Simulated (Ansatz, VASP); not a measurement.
**Cu in VASP and in Ansatz**

```
CELL_PARAMETERS angstrom
-1.43311 1.43311 1.36685
1.43311 -1.43311 1.36685
1.43311 1.43311 -1.36685
ATOMIC_POSITIONS crystal
Cu 0.00000 0.00000 0.00000
```

Change from the starting cell: volume scaled by 0.98.

Alike in both runs: task single point; functional LDA; k mesh 13 × 13 × 13; occupations fermi-dirac, width 0.05 eV; no spin polarisation.

```csv
,VASP,Ansatz
version,VASP 6.6.1,Ansatz 0.2.0
potentials or method,"VASP PAW LDA potentials, release 64 (Cu), cutoff 520 eV","all-electron LAPW, scalar-relativistic"
```

|  | VASP | Ansatz | Ansatz less VASP |
| --- | --- | --- | --- |
| gap on the k mesh at the Fermi level (eV) | none | none | - |
| pressure (GPa) | -3.8 | -4.7 | -0.87 |
| largest component of the traceless stress (GPa) | 0.15 | 0.10 | -0.050 |

A gap of «none» marks a metal or a gap that the smearing closes. Ansatz ran all-electron here, so the differences hold the error of VASP's frozen core and of both bases.
